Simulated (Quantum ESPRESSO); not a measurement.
Runs of Quantum ESPRESSO 7.5 on Pb. It takes space group Fm-3m (No. 225, cubic). The conventional cell has a = 4.950 Å, b = 4.950 Å, c = 4.950 Å, α = 90.00°, β = 90.00°, γ = 90.00°. Around Pb (site symmetry m-3m) lie 12 Pb at 3.50 Å. 

```tsv
task	level	potentials or basis	spin	cell	k mesh	cutoff (eV)	smearing	share of exact exchange	q mesh for exact exchange	cutoff for exact exchange	symmetry	SCF threshold	mesh quality	gap on the mesh (eV)	pressure (GPa)
single point	r2SCAN-X	SG15 PBE 1.2	off	as given	4 × 4 × 4	762	fermi-dirac 0.05 eV	0.35	4 × 4 × 4	1523.84 eV	off	1e-07 Ry	coarse	none	-
single point	PBE	SG15 PBE 1.2	off	as given	4 × 4 × 4	762	fermi-dirac 0.05 eV	-	-	-	-	2e-10 Ry	coarse	none	1.9
single point	r2SCAN-X	SG15 PBE 1.2	off	as given	4 × 4 × 4	762	fermi-dirac 0.05 eV	0.5	4 × 4 × 4	1523.84 eV	off	1e-07 Ry	coarse	none	-
band structure	LDA	PseudoDojo 0.4 FR PBEsol stringent	SOC, no magnetisation	cell strained at random at fixed volume	5 × 5 × 5	1225	methfessel-paxton 0.2 eV	-	-	-	-	2e-10 Ry	coarse	none	-2.5
density of states	AM05	PSlibrary FR PAW PBE	SOC, no magnetisation	as given	9 × 9 × 9	626	cold 0.2 eV	-	-	-	-	2e-10 Ry	not flagged	none	(a)
```

**Question.** Fill in the values left out.

**Answer.** (a) -0.2.

Caveats: some runs use coarse meshes; the potentials were made for another functional, which shifts forces and pressure (some runs); the mesh is coarse for exact exchange, which widens gaps (some runs); this program's forces and stress for hybrids aren't reliable and aren't listed (some runs).

A k mesh can miss the band edges, and rows without SOC leave out spin-orbit coupling on Pb.

A gap of «none» marks a metal or a gap under the smearing width.

The runs don't all hold the same shells in valence.
